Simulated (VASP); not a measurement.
Here is a VASP 6.6.1 calculation.

Contents of POSCAR:

```
Ag
1.0
    2.2855647842      1.3195714434      0.9682320021
   -2.2855647842      1.3195714434      0.9682320021
    0.0000000000     -2.6391428868      0.9682320021
Ag
1
Direct
    0.5000000000      0.5000000000      0.5000000000
```

INCAR.step1

```
SYSTEM = Ag
ALGO = Normal
EDIFF = 1E-4
ENCUT = 600
GGA = PE
ISMEAR = 0
LASPH = .True.
LCHARG = .False.
LREAL = .False.
LWAVE = .True.
NELM = 100
PREC = Accurate
SIGMA = 0.1
```

File INCAR.step2:

```
SYSTEM = Ag
ALGO = Normal
EDIFF = 1E-6
EDIFFG = -0.04
ENCUT = 600
IBRION = 2
ISIF = 3
ISMEAR = 0
ISTART = 1
LASPH = .True.
LCHARG = .False.
LMIXTAU = .True.
LREAL = .False.
LWAVE = .False.
METAGGA = R2SCAN
NELM = 100
NSW = 90
PREC = Accurate
SIGMA = 0.1
```

File KPOINTS:

```
k-points
0
Gamma
  9 9 9
  0 0 0
```

Potentials or basis: VASP PAW PBE potentials, release 64 (Ag).

Launch:

```bash
$ cat potpaw_PBE.64/Ag/POTCAR > POTCAR
$ cp INCAR.step1 INCAR
$ mpirun -np 1 vasp_std > vasp.out
$ cp INCAR.step2 INCAR
$ mpirun -np 1 vasp_std > vasp.out
```

Task: Predict the space group after relaxing (to 0.05 Å).

Result: Im-3m (No. 229).

Task: What does it give for the band gap on the k mesh?

Result: None (metal or under the smearing width).

Task: Predict the relaxed cell.

Result: a = 2.827 Å, b = 2.827 Å, c = 2.827 Å, α = 109.43°, β = 109.43°, γ = 109.43°.

Stress tensor (GPa, compression positive):
```
0.27 0.00 0.00
0.00 0.27 0.00
0.00 0.00 0.05
```

Caveat: the PAW data sets were made with another functional, which shifts forces and pressure a little.
